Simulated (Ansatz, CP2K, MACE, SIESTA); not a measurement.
## Liquid Al2O3 at 2363 K (220 atoms) in SIESTA

How do the settings of SIESTA change the result for liquid Al2O3 at 2363 K (220 atoms)? A plane-wave run serves as the yardstick.

Main program and level: SIESTA 5.4.2; the method is named at each step.

### Step 1. The starting structure

The cell holds 220 atoms: 88 Al and 132 O. Its edges and angles: a = 21.658 Å, b = 10.829 Å, c = 10.829 Å, α = 90.0°, β = 90.0°, γ = 90.0°. 110 atoms (44 Al, 66 O) placed at random at 2.93 g/cm³, melted at 4500 K for 20 ps at fixed volume with the Morse and Coulomb pair potential with partial charges (Pedone, Malavasi, Menziani, Cormack and Segre, J. Phys. Chem. B 110, 11780 (2006)). Snapshot at the end of a hold of 20 ps at 2363 K and fixed volume. The cell was repeated 2 x 1 x 1. Then every atom was moved at random, 0.03 Å r.m.s. a Cartesian component.

The yardstick, on the same geometry:

- method: Kohn-Sham DFT, PBE, PAW, plane waves (Ansatz 0.2.0); cutoff 420 eV, Γ point, fermi-dirac smearing of 0.05 eV; PAW set soft_2
- r.m.s. force component: 2.436 eV/Å
- longest force: 12.91 eV/Å
- gap (highest filled to lowest empty level): 0.6766 eV
- SCF cycles: 11
- time: 78 s on 4 threads of Arm Neoverse V1, shared host
- CPU time: 5.1 min

### Step 2. PBE, DZP, shift 0.01 Ry, mesh 350 Ry

Method: Kohn-Sham DFT, PBE, PseudoDojo 0.4.1 norm-conserving pseudopotentials (converted to PSML), numerical atomic orbitals (DZP), diagonalisation.

The .psml files are PseudoDojo norm-conserving potentials that we converted to this format, checked against plane waves on the same files for H, C, O, Si, Ge and Ca alone.

The input, input.fdf:

```
SystemLabel cell
NumberOfAtoms 220
NumberOfSpecies 2
%block ChemicalSpeciesLabel
  1 13 Al
  2 8 O
%endblock ChemicalSpeciesLabel
LatticeConstant 1.0 Ang
%block LatticeVectors
  21.65820 0.00000 0.00000
  0.00000 10.82910 0.00000
  0.00000 0.00000 10.82910
%endblock LatticeVectors
PAO.BasisSize DZP
PAO.EnergyShift 0.01 Ry
XC.Functional GGA
XC.Authors PBE
MeshCutoff 350 Ry
%block kgrid_Monkhorst_Pack
  1 0 0 0.0
  0 1 0 0.0
  0 0 1 0.0
%endblock kgrid_Monkhorst_Pack
SolutionMethod diagon
OccupationFunction FD
ElectronicTemperature 580 K
SCF.Mixer.Method Pulay
SCF.Mixer.Weight 0.15
SCF.Mixer.History 8
SCF.Mix Hamiltonian
MaxSCFIterations 150
SCF.DM.Tolerance 1e-04
SCF.H.Tolerance 1.0e-3 eV
WriteForces T
Write.HirshfeldPop T
Write.VoronoiPop T
Write.DM F
Write.H F
XML.Write F
AtomicCoordinatesFormat Fractional
%block AtomicCoordinatesAndAtomicSpecies
  0.21134 0.14918 0.25501 1
  0.29133 0.73604 0.16496 1
  0.27549 0.04823 0.70958 1
  0.47953 0.64460 0.73705 1
  0.27089 0.38877 0.67072 1
  0.44032 0.39427 0.28577 1
  0.29983 0.98884 0.41586 1
  0.12984 0.59872 0.98915 1
  0.35177 0.16635 0.18240 1
  0.19282 0.77303 0.51267 1
  0.47448 0.02726 0.57220 1
  0.19799 0.77635 0.79159 1
  0.21462 0.19309 0.58999 1
  0.13185 0.00610 0.81201 1
  0.16608 0.90359 0.32991 1
  0.31780 0.44195 0.40187 1
  0.20423 0.41875 0.12441 1
  0.26809 0.59106 0.91428 1
  0.41345 0.55785 0.58763 1
  0.07373 0.19455 0.04377 1
  0.15956 0.44503 0.51961 1
  0.39610 0.10953 0.84963 1
  0.49513 0.75188 0.97556 1
  0.49421 0.31983 0.62493 1
  0.44465 0.18970 0.03204 1
  0.32731 0.73147 0.66484 1
  0.37829 0.42117 0.85410 1
  0.40499 0.81708 0.44466 1
  0.01423 0.44274 0.87107 1
  0.32906 0.86733 0.90821 1
  0.01861 0.62169 0.18018 1
  0.04569 0.97125 0.14817 1
  0.27240 0.25431 0.98609 1
  0.49274 0.95126 0.87046 1
  0.46497 0.09107 0.30919 1
  0.35009 0.50160 0.12859 1
  0.04303 0.54470 0.42949 1
  0.21658 0.95362 0.05190 1
  0.41618 0.83255 0.15805 1
  0.05022 0.81576 0.67642 1
  0.11474 0.36750 0.81481 1
  0.09471 0.15817 0.49670 1
  0.17075 0.59819 0.28648 1
  0.03628 0.86160 0.40989 1
  0.21033 0.61578 0.44943 2
  0.18089 0.41627 0.68932 2
  0.42472 0.66529 0.47486 2
  0.45316 0.69890 0.14641 2
  0.02950 0.70585 0.34617 2
  0.24698 0.44562 0.95951 2
  0.32532 0.00922 0.81291 2
  0.12882 0.25894 0.94635 2
  0.34493 0.81390 0.53891 2
  0.40626 0.69998 0.68734 2
  0.30254 0.61990 0.07685 2
  0.23225 0.87208 0.43193 2
[... 160 atom lines left out ...]
  0.84213 0.50053 0.54051 2
  0.80695 0.74439 0.83425 2
  0.77328 0.07436 0.56767 2
  0.69059 0.00481 0.19738 2
%endblock AtomicCoordinatesAndAtomicSpecies
```

The run is started by

```sh
$ OMP_NUM_THREADS=1 mpirun -np 4 siesta < input.fdf > output.txt
```

Output:

```text
Version         : 5.4.2
reinit: System Name:
reinit: System Label: cell
initatom: Reading input for the pseudopotentials and atomic orbitals ----------
Species number:   1 Atomic number:   13 Label: Al
Species number:   2 Atomic number:    8 Label: O
Ground state valence configuration (from tables):   3s02  3p01  3d00  4f00
Ground state valence configuration (from tables):   2s02  2p04  3d00  4f00
---- Processing specs for species: Al
GGA--PBE XC_GGA_X_PBE--XC_GGA_C_PBE pb
---- Processing specs for species: O
GGA--PBE XC_GGA_X_PBE--XC_GGA_C_PBE pb
Al pseudopotential only contains V_ls up to l=2 -- lmxkb reset.
O pseudopotential only contains V_ls up to l=2 -- lmxkb reset.
Using PAO.SplitTailNorm
%block ChemicalSpeciesLabel
    1   13 Al                      # Species index, atomic number, species label
    2    8 O                       # Species index, atomic number, species label
%endblock ChemicalSpeciesLabel
%block PAO.Basis                 # Define Basis set
Al                    2                    # Species label, number of l-shells
 n=3   0   2                         # n, l, Nzeta
   6.130      4.449
   1.000      1.000
 n=3   1   2 P   1                   # n, l, Nzeta, Polarization, NzetaPol
   7.969      5.883
   1.000      1.000
O                     2                    # Species label, number of l-shells
 n=2   0   2                         # n, l, Nzeta
   3.532      2.299
   1.000      1.000
 n=2   1   2 P   1                   # n, l, Nzeta, Polarization, NzetaPol
   4.300      2.782
   1.000      1.000
%endblock PAO.Basis
coor:   Atomic-coordinates input format  =     Fractional
siesta: System type = bulk
initatomlists: Number of atoms, orbitals, and projectors:    220  2860  3300
siesta: ******************** Simulation parameters ****************************
Total number of electrons:  1056.000000
Total ionic charge:  1056.000000
 Kpoints in:            1 . Kpoints trimmed:            1
siesta: k-grid: Number of k-points = 1
siesta: k-points from Monkhorst-Pack grid
siesta: k-cutoff (effective) =     5.415 Ang
siesta: k-point supercell and displacements
siesta: k-grid:     1     0     0      0.000
siesta: k-grid:     0     1     0      0.000
siesta: k-grid:     0     0     1      0.000
                     ====================================
                        Single-point calculation
                     ====================================
outcell: Unit cell vectors (Ang):
       21.658200    0.000000    0.000000
        0.000000   10.829100    0.000000
        0.000000    0.000000   10.829100
outcell: Cell vector modules (Ang)   :   21.658200   10.829100   10.829100
outcell: Cell angles (23,13,12) (deg):     90.0000     90.0000     90.0000
outcell: Cell volume (Ang**3)        :   2539.8443
Gamma-point calculation with multiply-connected orbital pairs
Gamma-point calculation with multiply-connected orbital pairs
Folding of H and S implicitly performed
Folding of H and S implicitly performed
new_DM -- step:     1
Initializing Density Matrix...
Attempting to read DM from file... Failed...
DM filled with atomic data:
InitMesh: MESH = 250 x 128 x 128 = 4096000
InitMesh: Mesh cutoff (required, used) =   350.000   368.245 Ry
stepf: Fermi-Dirac step function
        iscf     Eharris(eV)        E_KS(eV)     FreeEng(eV)     dDmax    Ef(eV) dHmax(eV)
   scf:    1   -64561.894639   -64939.890299   -64939.890299  1.834517 -6.920150 14.456790
   scf:    2   -65146.043918   -65051.864895   -65051.864895  0.069976 -6.172803  8.572709
   scf:    3   -65132.123226   -65115.977405   -65115.987085  0.105173 -4.983516  2.328153
   scf:    4   -65117.140270   -65116.633386   -65116.636005  0.011959 -5.063551  1.064946
   scf:    5   -65117.431568   -65117.178327   -65117.179264  0.021598 -5.139535  0.389528
   scf:    6   -65117.295861   -65117.241084   -65117.242492  0.009350 -5.125357  0.234670
[...]
scf:   11   -65117.327805   -65117.327716   -65117.331090  0.000515 -5.110035  0.002242
   scf:   12   -65117.327742   -65117.327729   -65117.331098  0.000180 -5.109973  0.001545
   scf:   13   -65117.327726   -65117.327728   -65117.331100  0.000082 -5.109821  0.000428
SCF Convergence by DM+H criterion
max |DM_out - DM_in|         :     0.0000822264
max |H_out - H_in|      (eV) :     0.0004278201
SCF cycle converged after 13 iterations
Using DM_out to compute the final energy and forces
siesta: E_KS(eV) =           -65117.3277
siesta: E_KS - E_eggbox =    -65117.3277
siesta: Atomic forces (eV/Ang):
     1    1.753366    1.582309    4.413853
     2   -2.731690    6.361705    4.252306
     3   -3.448262   -0.890056    5.418888
     4   -1.982251    0.812970    2.015108
     5   -1.323678    2.858021    0.590403
     6   -1.967547   -1.525360    2.070792
[...]
218   -1.907987   -4.300685   -2.262348
   219    1.393911   -0.408262   -8.001039
   220   -1.032287    0.849622    3.307899
----------------------------------------
   Tot   -0.029224    0.003253    0.018331
----------------------------------------
   Max   10.255843
   Res    2.626131    sqrt( Sum f_i^2 / 3N )
----------------------------------------
   Max   10.255843    constrained
Stress tensor Voigt[x,y,z,yz,xz,xy] (kbar):      -49.87      -91.63      -36.40      -23.92      -20.98       31.33
(Free)E + p*V (eV/cell)   -65023.3270
Target enthalpy (eV/cell)   -65117.3311
siesta: Program's energy decomposition (eV):
siesta: Ebs     =    -14348.472369
siesta: Eions   =     99242.594419
siesta: Ena     =     17913.964652
siesta: Ekin    =     42810.502178
siesta: Enl     =     -8716.538261
siesta: DEna    =      -110.993843
siesta: DUscf   =        90.152325
siesta: Ex      =    -16591.064542
siesta: Ec      =     -1270.755817
siesta: Exc     =    -17861.820360
siesta: Eharris =    -65117.327726
siesta: Etot    =    -65117.327728
siesta: FreeEng =    -65117.331100
siesta: Final energy (eV):
siesta:  Band Struct. =  -14348.472369
siesta:       Kinetic =   42810.502178
siesta:       Hartree =   21890.219122
siesta:         Exch. =  -16591.064542
siesta:         Corr. =   -1270.755817
siesta:   Exch.-corr. =  -17861.820360
siesta:  Ion-electron =  -81231.531717
siesta:       Ion-ion =  -30724.696953
siesta:         Total =  -65117.327728
siesta:         Fermi =      -5.109821
siesta: Stress tensor (static) (eV/Ang**3):
siesta:    -0.031127    0.019557   -0.013092
siesta:     0.019557   -0.057188   -0.014928
siesta:    -0.013092   -0.014928   -0.022720
siesta: Cell volume =       2539.844267 Ang**3
siesta: Pressure (static):
siesta:                Solid            Molecule  Units
siesta:           0.00040311          0.00008543  Ry/Bohr**3
siesta:           0.03701175          0.00784404  eV/Ang**3
siesta:          59.29936306         12.56753071  kBar
    Orbital volume contribution        =         128.825103 eV
    (Free)E + p_basis*V_orbitals       =      -64988.505997 eV
    (Free)Eharris+ p_basis*V_orbitals  =      -64988.505995 eV
Hirshfeld Atomic Populations:
Atom #   charge [q] valence [e]  Species
     1     0.330048    2.669952  Al
     2     0.520510    2.479490  Al
     3     0.436478    2.563522  Al
     4     0.286080    2.713920  Al
     5     0.438622    2.561378  Al
     6     0.400990    2.599010  Al
[...]
45    -0.311472    6.311472  O
    46    -0.269363    6.269363  O
    47    -0.341398    6.341398  O
    48    -0.242584    6.242584  O
    49    -0.268584    6.268584  O
    50    -0.262545    6.262545  O
[...]
--------------------
 Total    -0.000003
Voronoi Atomic Populations:
Atom #   charge [q] valence [e]  Species
[...]
152     0.500370    2.499630  Al
   153     0.461957    2.538043  Al
   154     0.409595    2.590405  Al
[...]
218    -0.283514    6.283514  O
   219    -0.271115    6.271115  O
   220    -0.305980    6.305980  O
--------------------
 Total    -0.000002
```

Run time: 6.2 min. Hardware: 4 MPI ranks of Arm Neoverse V1, shared host; peak memory 4.8 GiB.

Banners, paths, timers and routine set-up lines are dropped from the logs unmarked, and long logs keep their key lines alone; longer cuts are marked.

Compared with the plane-wave run:

- r.m.s. force component: 2.626 eV/Å
- r.m.s. difference of force components: 254.5 meV/Å
- longest difference of force vectors: 1095 meV/Å
- force difference over r.m.s. force: 10.45 %
- slope of forces against the reference's: 1.076
- correlation of force components: 0.9978
- gap (highest filled to lowest empty level): 0.6036 eV
- gap difference: -0.073 eV

Length of the force difference by element (eV/Å):

```csv
element,atoms,mean,most
Al,88,0.42,1.1
O,132,0.38,0.96
```

Levels nearest the highest filled one (eV from it): -1.17, -1.01, -0.94, -0.84, -0.79, -0.66, -0.57, -0.53, -0.47, -0.30, -0.27, 0.00, 0.60, 1.11, 1.48, 1.86, 2.05, 2.09, 2.22, 2.42, 2.46, 2.52, 2.62, 2.70.

A closer look about Al117, whose charge lies farthest from its element's mean: 9 atoms, nearest first, numbered in the order of the input, with positions taken from that point.

```csv
atom,x,y,z,distance (Å),bonds,Hirshfeld charge (e),Fx,Fy,Fz (eV/Å)
Al117,0.00,0.00,0.00,0.00,3,0.53,-1.71,-0.85,0.58
O219,-0.57,0.92,1.60,1.93,3,-0.24,1.39,-0.41,-8.00
O210,-0.13,1.20,-1.53,1.95,3,-0.22,1.39,-1.24,1.94
O166,-1.47,-1.31,0.09,1.97,3,-0.25,2.81,3.57,0.13
O163,1.00,-1.89,1.24,2.47,2,-0.28,-5.13,4.11,1.54
O198,1.19,-1.84,-1.47,2.64,3,-0.23,-0.72,-0.10,-1.43
O199,2.67,0.22,0.22,2.69,3,-0.23,-1.76,-0.89,-0.26
Al138,2.23,-1.86,0.24,2.92,4,0.36,3.10,-1.57,-3.11
O196,-2.39,1.82,0.00,3.01,3,-0.28,-2.09,-0.73,-0.18
```

Forces lie 10 % from the reference's, at 4.9 times its CPU time.

### Step 3. PBE, SZ, shift 0.02 Ry, mesh 350 Ry

Method: Kohn-Sham DFT, PBE, PseudoDojo 0.4.1 norm-conserving pseudopotentials (converted to PSML), numerical atomic orbitals (SZ), diagonalisation.

input.fdf, as its differences from that of step 2:

```diff
@@ -13,4 +13,4 @@
 %endblock LatticeVectors
-PAO.BasisSize DZP
-PAO.EnergyShift 0.01 Ry
+PAO.BasisSize SZ
+PAO.EnergyShift 0.02 Ry
 XC.Functional GGA
@@ -27,3 +27,3 @@
 SCF.Mixer.Method Pulay
-SCF.Mixer.Weight 0.15
+SCF.Mixer.Weight 0.2
 SCF.Mixer.History 8
```

Output:

```text
Version         : 5.4.2
reinit: System Name:
reinit: System Label: cell
initatom: Reading input for the pseudopotentials and atomic orbitals ----------
Species number:   1 Atomic number:   13 Label: Al
Species number:   2 Atomic number:    8 Label: O
Ground state valence configuration (from tables):   3s02  3p01  3d00  4f00
Ground state valence configuration (from tables):   2s02  2p04  3d00  4f00
---- Processing specs for species: Al
GGA--PBE XC_GGA_X_PBE--XC_GGA_C_PBE pb
---- Processing specs for species: O
GGA--PBE XC_GGA_X_PBE--XC_GGA_C_PBE pb
Using PAO.SplitTailNorm
%block ChemicalSpeciesLabel
    1   13 Al                      # Species index, atomic number, species label
    2    8 O                       # Species index, atomic number, species label
[... lines left out ...]
Total number of electrons:  1056.000000
[... lines left out ...]
stepf: Fermi-Dirac step function
        iscf     Eharris(eV)        E_KS(eV)     FreeEng(eV)     dDmax    Ef(eV) dHmax(eV)
[... lines left out ...]
SCF Convergence by DM+H criterion
[... lines left out ...]
SCF cycle converged after 21 iterations
[... lines left out ...]
   Max   11.875896
[... lines left out ...]
   Max   11.875896    constrained
Stress tensor Voigt[x,y,z,yz,xz,xy] (kbar):      -71.56     -118.49      -59.80      -14.10      -29.06       41.88
[... lines left out ...]
siesta: DEna    =      -303.370715
siesta: DUscf   =       104.579447
siesta: Ex      =    -16832.103209
siesta: Ec      =     -1268.893075
siesta: Exc     =    -18100.996284
siesta: Eharris =    -64843.811495
siesta: Etot    =    -64843.811504
siesta: FreeEng =    -64843.853620
siesta: Final energy (eV):
siesta:  Band Struct. =  -12426.137119
siesta:       Kinetic =   44497.347611
siesta:       Hartree =   22777.452728
siesta:         Exch. =  -16832.103209
siesta:         Corr. =   -1268.893075
siesta:   Exch.-corr. =  -18100.996284
siesta:  Ion-electron =  -82472.496935
siesta:       Ion-ion =  -31545.118623
siesta:         Total =  -64843.811504
siesta:         Fermi =      -3.257766
siesta: Stress tensor (static) (eV/Ang**3):
siesta:    -0.044662    0.026140   -0.018135
siesta:     0.026140   -0.073956   -0.008803
siesta:    -0.018135   -0.008803   -0.037326
siesta: Cell volume =       2539.844267 Ang**3
siesta: Pressure (static):
siesta:                Solid            Molecule  Units
siesta:           0.00056615          0.00023720  Ry/Bohr**3
siesta:           0.05198132          0.02177882  eV/Ang**3
siesta:          83.28325938         34.89350871  kBar
    Orbital volume contribution        =          46.323644 eV
    (Free)E + p_basis*V_orbitals       =      -64797.529976 eV
    (Free)Eharris+ p_basis*V_orbitals  =      -64797.529967 eV
Hirshfeld Atomic Populations:
Atom #   charge [q] valence [e]  Species
     1     0.365431    2.634569  Al
     2     0.502693    2.497307  Al
     3     0.450360    2.549640  Al
[...]
45    -0.310800    6.310800  O
    46    -0.279066    6.279066  O
    47    -0.346622    6.346622  O
[...]
--------------------
 Total     0.000059
Voronoi Atomic Populations:
Atom #   charge [q] valence [e]  Species
[...]
153     0.451321    2.548679  Al
   154     0.421392    2.578608  Al
[...]
219    -0.281067    6.281067  O
   220    -0.299986    6.299986  O
--------------------
 Total     0.000060
```

Run time: 69 s. Hardware: 4 MPI ranks; peak memory 1.9 GiB; 4.6 min of CPU time.

Against the reference:

```yaml
r_m_s_force_component: 3.089 eV/Å
r_m_s_difference_of_force_components: 825.7 meV/Å
longest_difference_of_force_vectors: 4043 meV/Å
force_difference_over_r_m_s_force: 33.89 %
slope_of_forces_against_the_reference_s: 1.246
correlation_of_force_components: 0.983
```

This is a coarse setting, run to see what it loses.

Against the first run (10 %), the force difference from the reference is 34 %, at 0.19 times the CPU time (21 SCF steps against 13).

### Step 4. The ladder

Differences are against the plane-wave reference, forces as r.m.s. over components; share is that over the reference's r.m.s. force, slope the least-squares factor from reference forces to these. Total energies of different programs have different zeros and aren't compared.

```csv
run,"Δ force, r.m.s. (meV/Å)",share (%),slope,Δ gap (eV),cores,CPU time,memory (GiB)
reference,-,-,-,-,4,5.1 min,4.3
"SIESTA PBE, DZP, shift 0.01 Ry, mesh 350 Ry",255,10.4,1.076,-0.073,4,25 min,4.8
"SIESTA PBE, SZ, shift 0.02 Ry, mesh 350 Ry (coarse)",826,33.9,1.246,-,4,4.6 min,1.9
```

Rows marked coarse were listed beforehand as settings not expected to be converged; some can still land near the reference.

CPU time is summed over cores on a shared host, where runs went side by side, so it is rough. Symmetry, cutoffs, thresholds, outputs and thread counts weren't matched or tuned between programs; memory under MPI is the largest rank's times the ranks.

### Step 5. Summary of results

* nearest in forces: SIESTA PBE, DZP, shift 0.01 Ry, mesh 350 Ry, 10 %
* its CPU time: 25 min

The PBE run in local orbitals, coarse settings apart, differs by 10 % (SIESTA PBE, DZP, shift 0.01 Ry, mesh 350 Ry); basis, grid and potentials can all enter. Runs with settings chosen to be coarse differ by 34 % (SIESTA PBE, SZ, shift 0.02 Ry, mesh 350 Ry), their programs' other errors included. None of the electronic-structure runs in the table takes under half the reference's CPU time of 5.1 min; they take 0.91 to 4.9 times as much. SIESTA PBE, SZ, shift 0.02 Ry, mesh 350 Ry stiffens the forces by a factor of 1.25 while following their directions (correlation 0.983); the slopes of the 2 SIESTA runs lie between 1.08 and 1.25. At the same functional, the gap of SIESTA PBE, DZP, shift 0.01 Ry, mesh 350 Ry lies 0.07 eV below the reference's 0.677 eV. The frame stands for 2363 K, but pressures are static and levels are smeared at 580 K. The network of bonds at the start is that of the classical potential that made the cell, and needn't be the one that DFT or experiment would give. The electronic-structure runs sample only Γ, in a cell whose shortest periodic width is 11 Å.

[Also dropped from logs without a mark: logging warnings of Python, and SIESTA's first energy breakdown and zero terms.]

[Logs are printed without paths, hosts, clocks, repeated set-up lines and the standing remarks that a program may print on its own settings, such as how far it seeks lower states.]

[Hosts, paths, dates, database ids (printed as entryN), source tags and the programs' standing remarks are cut or masked in the printed files.]
